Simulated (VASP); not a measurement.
# InP (F-43m) in VASP: further runs

Runs on InP. Level: PBE. Tasks: single point, relaxation of cell and atoms.

All numbers are computed with VASP 6.6.1; they aren't measurements. Logs are shortened: lines on timing, memory, paths and dates and some standing lists are left out, and cuts for length are marked.

**Measured values to compare with.**

From a printed reference work, data compilation, for a bulk crystal of InP at 1.6 K: band gap 1.4236 eV (direct).

The results are compared with them further down.

## (1) The cell of the first run

Symmetry: F-43m, No. 216, cubic system. Conventional cell: a = 5.960 Å, b = 5.960 Å, c = 5.960 Å, α = 90.00°, β = 90.00°, γ = 90.00°. Within 3.4 Å of In (site symmetry -43m) lie 4 P at 2.58 Å. Within 3.4 Å of P (site symmetry -43m) lie 4 In at 2.58 Å.

## (2) Single point, PBE

Contents of INCAR:

```
SYSTEM = InP
  PREC = Accurate
  ENCUT = 520
  EDIFF = 1E-6
  ISMEAR = 0
  SIGMA = 0.01
  LREAL = .False.
  LASPH = .True.
  NELM = 60
  ALGO = Normal
  ISIF = 2
  LWAVE = .False.
  LCHARG = .False.
  GGA = PE
  NBANDS = 16
```

Contents of KPOINTS:

```
Automatic mesh
0
Gamma
  6 6 6
  0 0 0
```

Contents of POSCAR:

```
InP
1.0
    4.2142248210      0.0000000000      0.0000000000
    2.1071124105      3.6496257522      0.0000000000
    2.1071124105      1.2165419174      3.4409001576
In P
1 1
Direct
    0.0000000000      0.0000000000      0.0000000000
    0.2500000000      0.2500000000      0.2500000000
```

Potentials or basis: VASP PAW PBE potentials, release 64 (In_d, P).

Run with:

```
$ cat potpaw_PBE.64/In_d/POTCAR potpaw_PBE.64/P/POTCAR > POTCAR
$ mpirun -np 1 vasp_std > vasp.out
```

OUTCAR:

```text
SYSTEM = InP
   PREC = Accurate
   ENCUT = 520
   EDIFF = 1E-6
   ISMEAR = 0
   LREAL = .False.
   LASPH = .True.
   NELM = 60
   ISIF = 2
   GGA = PE

 ion  position               nearest neighbor table
   1  0.000  0.000  0.000-   2 2.58   2 2.58   2 2.58   2 2.58
   2  0.250  0.250  0.250-   1 2.58   1 2.58   1 2.58   1 2.58

  LATTYP: Found a face centered cubic cell.
 ALAT       =     5.9598138967

  Lattice vectors:

 A1 = (   4.2142248210,   0.0000000000,   0.0000000000)
 A2 = (   2.1071124105,   3.6496257522,   0.0000000000)
 A3 = (   2.1071124105,   1.2165419174,   3.4409001576)

Analysis of symmetry for initial positions (statically):
=====================================================================
 Subroutine PRICEL returns:
 Original cell was already a primitive cell.

 Routine SETGRP: Setting up the symmetry group for a
 face centered cubic supercell.

 Subroutine GETGRP returns: Found 24 space group operations
 (whereof 24 operations were pure point group operations)
 out of a pool of 48 trial point group operations.

The static configuration has the point symmetry T_d .

Analysis of symmetry for dynamics (positions and initial velocities):
=====================================================================
 Subroutine PRICEL returns:
 Original cell was already a primitive cell.

 Routine SETGRP: Setting up the symmetry group for a
 face centered cubic supercell.

 Subroutine GETGRP returns: Found 24 space group operations
 (whereof 24 operations were pure point group operations)
 out of a pool of 48 trial point group operations.

The dynamic configuration has the point symmetry T_d .

 Subroutine INISYM returns: Found 24 space group operations
 (whereof 24 operations are pure point group operations),
 and found     1 'primitive' translations

----------------------------------------------------------------------------------------

                                     Primitive cell

  volume of cell :      52.9222

  direct lattice vectors                    reciprocal lattice vectors
     4.214224821  0.000000000  0.000000000     0.237291564 -0.137000349 -0.096873875
     2.107112411  3.649625752  0.000000000     0.000000000  0.274000697 -0.096873875
     2.107112411  1.216541917  3.440900158     0.000000000  0.000000000  0.290621626

  length of vectors
     4.214224821  4.214224821  4.214224821     0.290621626  0.290621626  0.290621626

[... 70 lines left out ...]
   NELM   =     60;   NELMIN=  2; NELMDL= -5     # of ELM steps
   EDIFF  = 0.1E-05   stopping-criterion for ELM
   LREAL  =      F    real-space projection
   EDIFFG = 0.1E-04   stopping-criterion for IOM
   NSW    =      0    number of steps for IOM
   IBRION =     -1    ionic relax: 0-MD 1-quasi-New 2-CG
   NFREE  =      0    steps in history (QN), initial steepest desc. (CG)
   ISIF   =      2    stress and relaxation
   ISYM   =      2    0-nonsym 1-usesym 2-fastsym
   POTIM  = 0.5000    time-step for ionic-motion
   TEBEG  =    0.0;   TEEND  =   0.0 temperature during run
   PSTRESS=    0.0 pullay stress
   NELECT =      18.0000    total number of electrons
   NUPDOWN=      -1.0000    fix difference up-down
   EMIN   =  10.00;   EMAX   =-10.00  energy-range for DOS
   EFERMI =   0.00;   METHOD = LEGACY
   ISMEAR =     0;   SIGMA  =   0.01  broadening in eV -4-tet -1-fermi 0-gaus
   EFERMI_NEDOS =   21; number of points for ismear=-14 and -15
   IALGO  =     38    algorithm
   IMIX   =      4    mixing-type and parameters
     AMIX     =   0.40;   BMIX     =  1.00
     AMIX_MAG =   1.60;   BMIX_MAG =  1.00
  volume/ion in A,a.u.               =      26.46       178.57
  Fermi-wavevector in a.u.,A,eV,Ry     =   1.142755  2.159493 17.767685  1.305888
  Thomas-Fermi vector in A             =   2.279452
   LORBIT       =      0    0 simple, 1 ext, 2 COOP (PROOUT), +10 PAW based schemes
   GGA     = PE    functional components
   LHFCALC =     F    Hartree Fock is set to
   AEXX    =    0.0000 exact exchange contribution
   IVDW    =     0    specifies the selected vdW correction
   LEPSILON=     F    determine dielectric tensor
   LRPA    =     F    only Hartree local field effects (RPA)
 non-spin polarized calculation
 Gauss-broadening in eV      SIGMA  =   0.01
  energy-cutoff  :      520.00
  volume of cell :       52.92
 maximum number of plane-waves:      1458
   NGX = 15   NGY = 15   NGZ = 15

 number of electron      18.0000005 magnetization

 Free energy of the ion-electron system (eV)
  ---------------------------------------------------
  ext. energy  EPLUGINS =         0.00000000
  ---------------------------------------------------
  free energy    TOTEN  =        -8.39543219 eV

  energy without entropy =       -8.39543219  energy(sigma->0) =       -8.39543219

 E-fermi :   4.7614     XC(G=0):  -9.0598

 val. band max:        4.6618115883   @ k =   0.0000   0.0000   0.0000
 cond. band min:       5.0974158679   @ k =   0.0000   0.0000   0.0000
 fundamental gap:      0.4356042796
 Fermi energy:         4.7613827219

 k-point     1 :       0.0000    0.0000    0.0000
  band No.  band energies     occupation
      1      -9.4417      2.00000
      2      -9.4416      2.00000
      3      -9.4416      2.00000
      4      -9.3135      2.00000
      5      -9.3135      2.00000
      6      -6.5246      2.00000
[... 281 lines left out ...]
      3      -9.3601      2.00000
      4      -9.3367      2.00000
      5      -9.2950      2.00000
      6      -4.3148      2.00000
[... 8 lines left out ...]
     15      15.7307      0.00000
     16      16.3947      0.00000

------------------------ aborting loop because EDIFF is reached ----------------------------------------

  FORCE on cell =-STRESS in cart. coord.  units (eV):
  Direction    XX          YY          ZZ          XY          YZ          ZX
  --------------------------------------------------------------------------------------
  -------------------------------------------------------------------------------------
  Total       -0.0259679     -0.0259679     -0.0259679      0.0000000      0.0000000      0.0000000
  in kB       -0.7861556     -0.7861556     -0.7861556      0.0000000      0.0000000      0.0000000
  external PRESSURE =      -0.7861556 kB  Pullay stress =       0.0000000 kB

 VOLUME and BASIS-vectors are now :
 -----------------------------------------------------------------------------
  energy-cutoff  :      520.00
  volume of cell :       52.92
      direct lattice vectors                 reciprocal lattice vectors
     4.214224821  0.000000000  0.000000000     0.237291564 -0.137000349 -0.096873875
     2.107112411  3.649625752  0.000000000     0.000000000  0.274000697 -0.096873875
     2.107112411  1.216541917  3.440900158     0.000000000  0.000000000  0.290621626

 POSITION                                       TOTAL-FORCE (eV/Angst)
 -----------------------------------------------------------------------------------
      0.00000      0.00000      0.00000        -0.000000     -0.000000     -0.000000
      2.10711      1.21654      0.86023         0.000000      0.000000      0.000000
 -----------------------------------------------------------------------------------
    total drift:                               -0.000000     -0.000000     -0.000000

  FREE ENERGIE OF THE ION-ELECTRON SYSTEM (eV)
  ---------------------------------------------------
  free  energy   TOTEN  =        -8.3954321910 eV

  energy  without entropy=       -8.3954321910  energy(sigma->0) =       -8.39543219
```

OSZICAR:

```text
N       E                     dE             d eps       ncg     rms          rms(c)
DAV:   1     0.116216676128E+03    0.11622E+03   -0.84283E+03   528   0.122E+03
DAV:   2    -0.828206995037E+00   -0.11704E+03   -0.11227E+03   552   0.315E+02
DAV:   3    -0.858659332055E+01   -0.77584E+01   -0.77243E+01   688   0.775E+01
DAV:   4    -0.879133842797E+01   -0.20475E+00   -0.20469E+00   664   0.133E+01
DAV:   5    -0.880145105214E+01   -0.10113E-01   -0.10113E-01   752   0.261E+00    0.526E+00
DAV:   6    -0.841863256818E+01    0.38282E+00   -0.62200E-01   800   0.123E+01    0.316E+00
DAV:   7    -0.839379197149E+01    0.24841E-01   -0.14618E-01   752   0.288E+00    0.121E+00
DAV:   8    -0.839452306277E+01   -0.73109E-03   -0.14053E-02   632   0.137E+00    0.267E-01
DAV:   9    -0.839521583141E+01   -0.69277E-03   -0.13349E-03   640   0.402E-01    0.146E-01
DAV:  10    -0.839535304616E+01   -0.13721E-03   -0.20180E-04   728   0.161E-01    0.935E-02
DAV:  11    -0.839543249698E+01   -0.79451E-04   -0.10966E-04   592   0.832E-02    0.368E-02
DAV:  12    -0.839543219103E+01    0.30595E-06   -0.72039E-06   632   0.284E-02
   1 F= -.83954322E+01 E0= -.83954322E+01  d E =-.685851E-47
```

Wall time 16 s (1 thread of Intel Xeon 8259CL, shared host); peak memory 0.18 GiB.

What came out:

```yaml
Free_energy: -8.3954 eV
Pressure: -0.1 GPa
Band_gap_on_the_k_mesh: 0.44 eV, direct
```

Caveat: spin-orbit coupling is left out, which moves the levels of the heavy elements.

## (3) Relaxation of cell and atoms, PBE

This run uses another cell than the first one, of 25.17 Å³/atom, 0.951 times its volume.

Contents of INCAR:

```
  ALGO = Normal
  EDIFF = 1E-7
  EDIFFG = -0.005
  ENCUT = 600
  GGA = PE
  IBRION = 2
  ISIF = 3
  ISMEAR = 0
  LASPH = T
  LCHARG = F
  LREAL = F
  LWAVE = F
  NELM = 100
  NSW = 100
  PREC = Accurate
  SIGMA = 0.01
```

Contents of KPOINTS:

```
k-points
0
Gamma
  6 6 6
```

Contents of POSCAR:

```
InP
1.0
    4.1443530000      0.0000000000      0.0000000000
    2.0721765000      3.5891149803      0.0000000000
    2.0721765000      1.1963716601      3.3838500547
In P
1 1
Direct
    0.0000000000      0.0000000000      0.0000000000
    0.2500000000      0.2500000000      0.2500000000
```

Potentials or basis: VASP PAW PBE potentials, release 64 (In_d, P).

Run with:

```
$ cat potpaw_PBE.64/In_d/POTCAR potpaw_PBE.64/P/POTCAR > POTCAR
$ mpirun -np 1 vasp_std > vasp.out
```

OUTCAR:

```text
EDIFF = 1E-7
   EDIFFG = -0.005
   ENCUT = 600
   GGA = PE
   IBRION = 2
   ISIF = 3
   ISMEAR = 0
   LASPH = T
   LREAL = F
   NELM = 100
   NSW = 100
   PREC = Accurate

 ion  position               nearest neighbor table
   1  0.000  0.000  0.000-   2 2.54   2 2.54   2 2.54   2 2.54
   2  0.250  0.250  0.250-   1 2.54   1 2.54   1 2.54   1 2.54

  LATTYP: Found a face centered cubic cell.
 ALAT       =     5.8610002199

  Lattice vectors:

 A1 = (   4.1443530000,   0.0000000000,   0.0000000000)
 A2 = (   2.0721765000,   3.5891149803,   0.0000000000)
 A3 = (   2.0721765000,   1.1963716601,   3.3838500547)

Analysis of symmetry for initial positions (statically):
=====================================================================
 Subroutine PRICEL returns:
 Original cell was already a primitive cell.

 Routine SETGRP: Setting up the symmetry group for a
 face centered cubic supercell.

 Subroutine GETGRP returns: Found 24 space group operations
 (whereof 24 operations were pure point group operations)
 out of a pool of 48 trial point group operations.

The static configuration has the point symmetry T_d .

Analysis of symmetry for dynamics (positions and initial velocities):
=====================================================================
 Subroutine PRICEL returns:
 Original cell was already a primitive cell.

 Routine SETGRP: Setting up the symmetry group for a
 face centered cubic supercell.

 Subroutine GETGRP returns: Found 24 space group operations
 (whereof 24 operations were pure point group operations)
 out of a pool of 48 trial point group operations.

The dynamic configuration has the point symmetry T_d .

 Subroutine INISYM returns: Found 24 space group operations
 (whereof 24 operations are pure point group operations),
 and found     1 'primitive' translations

----------------------------------------------------------------------------------------

                                     Primitive cell

[... 95 lines left out ...]
   EFERMI =   0.00;   METHOD = LEGACY
   ISMEAR =     0;   SIGMA  =   0.01  broadening in eV -4-tet -1-fermi 0-gaus
   EFERMI_NEDOS =   21; number of points for ismear=-14 and -15
   IALGO  =     38    algorithm
   IMIX   =      4    mixing-type and parameters
     AMIX     =   0.40;   BMIX     =  1.00
     AMIX_MAG =   1.60;   BMIX_MAG =  1.00
  volume/ion in A,a.u.               =      25.17       169.83
  Fermi-wavevector in a.u.,A,eV,Ry     =   1.162021  2.195901 18.371845  1.350292
  Thomas-Fermi vector in A             =   2.298587
   LORBIT       =      0    0 simple, 1 ext, 2 COOP (PROOUT), +10 PAW based schemes
   GGA     = PE    functional components
   LHFCALC =     F    Hartree Fock is set to
   AEXX    =    0.0000 exact exchange contribution
   IVDW    =     0    specifies the selected vdW correction
   LEPSILON=     F    determine dielectric tensor
   LRPA    =     F    only Hartree local field effects (RPA)
 conjugate gradient relaxation of ions
 non-spin polarized calculation
 Gauss-broadening in eV      SIGMA  =   0.01
  energy-cutoff  :      600.00
  volume of cell :       50.33
 maximum number of plane-waves:      1694
 NGX is ok and might be reduce to    36
   NGX = 17   NGY = 17   NGZ = 17

--------------------------------------- Ionic step        1  -------------------------------------------

 number of electron      17.9999998 magnetization

 Free energy of the ion-electron system (eV)
  ---------------------------------------------------
  ext. energy  EPLUGINS =         0.00000000
  ---------------------------------------------------
  free energy    TOTEN  =        -8.37018047 eV

  energy without entropy =       -8.37018047  energy(sigma->0) =       -8.37018047

------------------------ aborting loop because EDIFF is reached ----------------------------------------

  FORCE on cell =-STRESS in cart. coord.  units (eV):
  Direction    XX          YY          ZZ          XY          YZ          ZX
  --------------------------------------------------------------------------------------
  -------------------------------------------------------------------------------------
  Total        1.0403589      1.0403589      1.0403589     -0.0000000      0.0000000     -0.0000000
  in kB       33.1160511     33.1160511     33.1160511     -0.0000000      0.0000000     -0.0000000
  external PRESSURE =      33.1160511 kB  Pullay stress =       0.0000000 kB
[... 59 lines left out ...]
--------------------------------------- Ionic step        3  -------------------------------------------

 number of electron      17.9999999 magnetization

 Free energy of the ion-electron system (eV)
  ---------------------------------------------------
  ext. energy  EPLUGINS =         0.00000000
  ---------------------------------------------------
  free energy    TOTEN  =        -8.39522349 eV

  energy without entropy =       -8.39522349  energy(sigma->0) =       -8.39522349

 E-fermi :   4.7719     XC(G=0):  -9.0633

 val. band max:        4.6722412551   @ k =   0.0000   0.0000   0.0000
 cond. band min:       5.1130741024   @ k =   0.0000   0.0000   0.0000
 fundamental gap:      0.4408328473
 Fermi energy:         4.7718970457

 k-point     1 :       0.0000    0.0000    0.0000
  band No.  band energies     occupation
      1      -9.4332      2.00000
      2      -9.4332      2.00000
      3      -9.4332      2.00000
      4      -9.3047      2.00000
      5      -9.3047      2.00000
      6      -6.5202      2.00000
      7       4.6722      2.00000
      8       4.6722      2.00000
      9       4.6722      2.00000
     10       5.1131      0.00000
     11       8.7564      0.00000
     12       8.7564      0.00000
     13       8.7564      0.00000
[... 267 lines left out ...]
  FREE ENERGIE OF THE ION-ELECTRON SYSTEM (eV)
  ---------------------------------------------------
  free  energy   TOTEN  =        -8.3952234935 eV

  energy  without entropy=       -8.3952234935  energy(sigma->0) =       -8.39522349

 reached required accuracy - stopping structural energy minimisation
```

OSZICAR:

```text
N       E                     dE             d eps       ncg     rms          rms(c)
DAV:   1     0.116076176604E+03    0.11608E+03   -0.93463E+03   416   0.173E+03
DAV:   2    -0.480667400926E+00   -0.11656E+03   -0.11312E+03   431   0.344E+02
DAV:   3    -0.857115385305E+01   -0.80905E+01   -0.80414E+01   554   0.925E+01
[... 32 lines left out ...]
DAV:   5    -0.839521742280E+01    0.18710E-03   -0.24958E-04   545   0.175E-01    0.986E-02
DAV:   6    -0.839523264095E+01   -0.15218E-04   -0.87700E-05   629   0.131E-01    0.302E-02
DAV:   7    -0.839522369840E+01    0.89426E-05   -0.11440E-05   506   0.476E-02    0.302E-03
DAV:   8    -0.839522341578E+01    0.28261E-06   -0.50594E-07   511   0.977E-03    0.106E-03
DAV:   9    -0.839522349351E+01   -0.77726E-07   -0.52774E-08   303   0.192E-03
   3 F= -.83952235E+01 E0= -.83952235E+01  d E =-.250430E-01
```

CONTCAR:

```text
InP
   1.00000000000000
     4.2128797682397163    0.0000000000000000   -0.0000000000000000
     2.1064398841198582    3.6484609024373111   -0.0000000000000000
     2.1064398841198582    1.2161536341457704    3.4398019266718602
  In              P
     1     1
Direct
     0.0000000000000000    0.0000000000000000    0.0000000000000000
     0.2500000000000000    0.2500000000000000    0.2500000000000000

  0.00000000E+00  0.00000000E+00  0.00000000E+00
  0.00000000E+00  0.00000000E+00  0.00000000E+00
```

Run time: 63 s. Hardware: 1 thread of Intel Xeon 8259CL, shared host; peak memory 0.22 GiB.

Results:

```yaml
Free_energy: -8.3952 eV
Relaxed_volume: 26.44 Å³/atom
Relaxed_cell: a = 4.213 Å, b = 4.213 Å, c = 4.213 Å, α = 60.00°, β = 60.00°, γ = 60.00°
Space_group_after_relaxing_to_0.05_Å: F-43m (No. 216)
Energy_gained_by_relaxing: 12.5 meV/atom
Ionic_steps: 3
Pressure_after_relaxing: 0.0 GPa
Band_gap_on_the_k_mesh: 0.44 eV, direct
```

The path:
```csv
step,energy change (eV),largest force (eV/Å),pressure (GPa),volume (Å³)
1,0.0000,0.0000,3.31,50.33
2,-0.0189,0.0000,-1.42,54.22
3,-0.0250,0.0000,0.01,52.87
```

Final structure:
```
In P
1.0
     4.21288    0.00000    0.00000
     2.10644    3.64846    0.00000
     2.10644    1.21615    3.43980
In P
1 1
Direct
  0.00000 0.00000 0.00000
  0.25000 0.25000 0.25000
```

Caveat: spin-orbit coupling is left out, which moves the levels of the heavy elements.

(Continued in part 2 of 2.)
